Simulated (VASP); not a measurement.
# InP in VASP 6.6.1, single-point calculation

INCAR

```
GGA = PE
LWAVE = .FALSE.
LREAL = .FALSE.
ISIF = 2
EDIFF = 1E-7
NBANDS = 16
NSW = 0
ISMEAR = -1
LCHARG = .FALSE.
IBRION = -1
PREC = Accurate
LASPH = .TRUE.
ENCUT = 520
NELM = 120
TIME = 0.5
SIGMA = 0.02
ALGO = Damped
```

KPOINTS

```
KPOINTS created by Atomic Simulation Environment
0
Gamma
8 8 8
0 0 0
```

POSCAR

```
In P
 1.0000000000000000
     0.0000000000000000    2.9537876347999998    2.9242497584999998
     2.9537876347999998    0.0000000000000000    2.9242497584999998
     2.9537876347999998    2.9537876347999998    0.0000000000000000
 In  P
   1   1
Cartesian
  0.0000000000000000  0.0000000000000000  0.0000000000000000
  1.4768938173999999  1.4768938173999999  1.4621248792500001
```

The recommended PBE PAW datasets give the neutral cell 18 valence electrons.

Command

```
mpirun -np 1 vasp_std
```

Q: How does this run end, and what does it give?

A: It converged. Results: gap between bands v and c on the k mesh 0.61 eV; least direct gap on the k mesh 0.61 eV; pressure 2.3 GPa. Band v is the last that the valence electrons fill when counted band by band, and c is the next.

OSZICAR

```
N       E                     dE             d eps       ncg     rms           ort
DAV:   1     0.181469841331E+03    0.18147E+03   -0.79980E+03   944   0.146E+03
DAV:   2     0.469106952008E+02   -0.13456E+03   -0.12903E+03   944   0.351E+02
DAV:   3     0.468538254319E+01   -0.42225E+02   -0.41050E+02   944   0.181E+02
DAV:   4    -0.534759214321E+01   -0.10033E+02   -0.99037E+01   944   0.100E+02
DAV:   5    -0.861162598484E+01   -0.32640E+01   -0.32404E+01   944   0.461E+01
SDA:   6    -0.777390012586E+01    0.83773E+00   -0.10151E+01   944   0.203E+01   0.000E+00
DMP:   7    -0.818956564152E+01   -0.41567E+00   -0.46910E+00   944   0.106E+01  -0.359E+00
DMP:   8    -0.831388855590E+01   -0.12432E+00   -0.14855E+00   944   0.446E+00  -0.447E+00
DMP:   9    -0.837297222285E+01   -0.59084E-01   -0.24031E-01   944   0.688E-01  -0.621E-01
DMP:  10    -0.838701603075E+01   -0.14044E-01   -0.84360E-02   944   0.143E-01   0.758E-02
...
DMP:  19    -0.839258062798E+01   -0.64607E-05   -0.46257E-05   944   0.656E-05   0.808E-05
DMP:  20    -0.839258401250E+01   -0.33845E-05   -0.24327E-05   944   0.303E-05   0.550E-05
DMP:  21    -0.839258611837E+01   -0.21059E-05   -0.14055E-05   944   0.169E-05   0.335E-05
DMP:  22    -0.839258739408E+01   -0.12757E-05   -0.78305E-06   944   0.967E-06   0.180E-05
DMP:  23    -0.839258791386E+01   -0.51977E-06   -0.39642E-06   944   0.482E-06   0.934E-06
DMP:  24    -0.839258829830E+01   -0.38444E-06   -0.19082E-06   944   0.228E-06   0.462E-06
DMP:  25    -0.839258840102E+01   -0.10272E-06   -0.87954E-07   944   0.104E-06   0.217E-06
DMP:  26    -0.839258851158E+01   -0.11057E-06   -0.39451E-07   944   0.476E-07   0.940E-07
DMP:  27    -0.839258850726E+01    0.43265E-08   -0.17701E-07   944   0.230E-07   0.371E-07
   1 F= -.83925885E+01 E0= -.83925885E+01  d E =-.734626E-09
```

For comparison, a separate PBE run of the intended cell, on usual settings and not on those above, gives a gap of 0.61 eV on its mesh and a pressure of 2.3 GPa.
